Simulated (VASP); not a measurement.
# NaF: convergence, energy difference of two geometries

NaF, Fm-3m (no. 225), 2 atoms in the cell. LDA, energy difference of two geometries; PAW potentials Na_pv, F (LDA set). VASP 6.6.1.

Wanted: energy difference within 0.5 meV/atom.

What the run is for: energy difference; Accuracy asked: standard; Second geometry: volume scaled by 0.96.

The series start from Plane-wave cutoff (eV): 520; k-point mesh: 8 × 8 × 8; Precision mode (PREC): Accurate; Electronic threshold (eV): 1e-6; Aspherical gradient terms in the spheres (LASPH): yes; Electronic algorithm: ALGO=Normal. Each series keeps the choices made before it, and each single choice may use up half of a tolerance. Times cover all steps of a run.

## Plane-wave cutoff (eV)

| Plane-wave cutoff (eV) | Energy difference (meV/atom) | Time (s) |
|---|---|---|
| 320 | -18.64 | 4.7 |
| 400 | -10.68 | 6.5 |
| 460 | -10.80 | 6.6 |
| 520 | -10.71 | 7.1 |
| 600 | -10.74 | 11 |
| 700 | -10.72 | 11 |
| 840 (reference) | -10.76 | 16 |

Chosen: 400, the loosest value from which every tighter one stays within half of the tolerance.

## k-point mesh

| k-point mesh | Energy difference (meV/atom) | Time (s) |
|---|---|---|
| 3 × 3 × 3 | -14.47 | 2.5 |
| 4 × 4 × 4 | -10.32 | 3.4 |
| 5 × 5 × 5 | -7.82 | 4.0 |
| 7 × 7 × 7 | -9.18 | 6.0 |
| 8 × 8 × 8 | -10.68 | 6.5 |
| 10 × 10 × 10 | -10.04 | 13 |
| 13 × 13 × 13 | -10.41 | 21 |
| 16 × 16 × 16 (reference) | -10.41 | 31 |

Chosen: 13 × 13 × 13.

## Precision mode (PREC)

| Precision mode (PREC) | Energy difference (meV/atom) | Time (s) |
|---|---|---|
| SingleN | -10.04 | 7.6 |
| Normal | -9.98 | 7.6 |
| Single | -10.21 | 17 |
| Accurate (reference) | -10.41 | 21 |

Chosen: Single.

## Electronic threshold (eV)

| Electronic threshold (eV) | Energy difference (meV/atom) | Time (s) |
|---|---|---|
| 0.001 | -10.21 | 13 |
| 0.0001 | -10.21 | 15 |
| 1e-5 | -10.21 | 16 |
| 1e-6 | -10.21 | 17 |
| 1e-7 | -10.21 | 18 |
| 1e-8 (reference) | -10.21 | 20 |

Chosen: 0.001.

## Aspherical gradient terms in the spheres (LASPH)

| Aspherical gradient terms in the spheres (LASPH) | Energy difference (meV/atom) | Time (s) |
|---|---|---|
| yes | -10.21 | 13 |
| no | -10.21 | 13 |

Chosen: yes; no other choice that stays within half of the tolerance saves 30 % of the time.

## Electronic algorithm

| Electronic algorithm | Energy difference (meV/atom) | Time (s) |
|---|---|---|
| ALGO=Normal | -10.21 | 13 |
| ALGO=Fast | -10.18 | 16 |
| ALGO=VeryFast | -10.18 | 23 |
| ALGO=All ISEARCH=1 | -10.16 | 16 |
| ALGO=All ISEARCH=0 | -10.16 | 16 |
| ALGO=Damped TIME=0.4 | -10.21 | 18 |
| ALGO=Damped TIME=0.1 | -10.21 | 23 |

Chosen: ALGO=Normal.

## All choices together

| Input | Energy difference (meV/atom) | Time (s) |
|---|---|---|
| the program's defaults (naive) | -7.48 | 1.8 |
| chosen settings | -10.41 | 13 |
| reference settings throughout | -10.76 | 72 |

The tolerance is met.

1 cheaper combination failed this check first and made the worst setting one step tighter.

## The input

INCAR:
```
GGA = CA
ISMEAR = 0
SIGMA = 0.03
LWAVE = False
LCHARG = False
ISIF = 2
PREC = Accurate
LASPH = True
LREAL = False
ALGO = Normal
EDIFF = 0.001
NELM = 120
GGA_COMPAT = False
ENCUT = 400
EFERMI = MIDGAP
```

KPOINTS:
```
Automatic mesh
0
Gamma
  13 13 13
  0 0 0
```

POSCAR.step1:
```
NaF
1.0
    0.0000000000      2.3200000000      2.3200000000
    2.3200000000      0.0000000000      2.3200000000
    2.3200000000      2.3200000000      0.0000000000
Na F
1 1
Direct
    0.0000000000      0.0000000000      0.0000000000
    0.5000000000      0.5000000000      0.5000000000
```

POSCAR.step2:
```
NaF
1.0
    0.0000000000      2.2886448050      2.2886448050
    2.2886448050      0.0000000000      2.2886448050
    2.2886448050      2.2886448050      0.0000000000
Na F
1 1
Direct
    0.0000000000      0.0000000000      0.0000000000
    0.5000000000      0.5000000000      0.5000000000
```

Commands (each step's output is kept before the next begins):
```
cat potpaw_LDA.64/Na_pv/POTCAR potpaw_LDA.64/F/POTCAR > POTCAR
cp POSCAR.step1 POSCAR
mpirun -np 1 vasp_std > vasp.out
cp POSCAR.step2 POSCAR
mpirun -np 1 vasp_std > vasp.out
```

The chosen input took VASP 6.6.1 13 s on 1 core (AMD EPYC 9R45 (Zen 5)), a shared host.

## An input that fails: too few electronic steps

The electronic loop stops at its limit of 4 steps.

Changes against the starting input:
```
- NELM = 120
+ NELM = 4
```
